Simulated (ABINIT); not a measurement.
Here is an ABINIT 10.8.3 (patched build) calculation.

The input run.abi:

```
# Pseudopotentials
pp_dirpath "./"
pseudos "Sn.GGA_PBE-JTH.xml"

# Structure
acell 8.64103205 8.64103205 8.64103205
rprim
     0.0000000000     0.7071067812     0.7071067812
     0.7071067812     0.0000000000     0.7071067812
     0.7071067812     0.7071067812     0.0000000000
ntypat 1
znucl 50
natom 2
typat 1 1
xred
     0.7500000000     0.7500000000     0.7500000000
     0.5000000000     0.5000000000     0.5000000000

# Plane-wave basis
ecut 26.0
pawecutdg 48.0
pawxcdev 0

# k points
kptopt 1
ngkpt 7 7 7
nshiftk 1
shiftk 0.0 0.0 0.0

# Exchange and correlation
ixc -109134

# Bands and occupations
nband 18
occopt 3
tsmear 0.00183747

# SCF cycle
nstep 100
tolvrs 1.0e-9

# Output
iomode 3
prtwf 0
prtden 0
prteig 0
prtebands 0
enunit 1
```

Potentials or basis: JTH PAW PBE v2.0.

The run is started by

```sh
$ abinit run.abi > log 2>&1
```

Question: Predict the pressure.

Answer: 3.3 GPa.

Question: What does it give for the band gap on the k mesh?

Answer: None (metal or under the smearing width).

Caveat: the PAW data sets were made with another functional, which shifts forces and pressure a little.
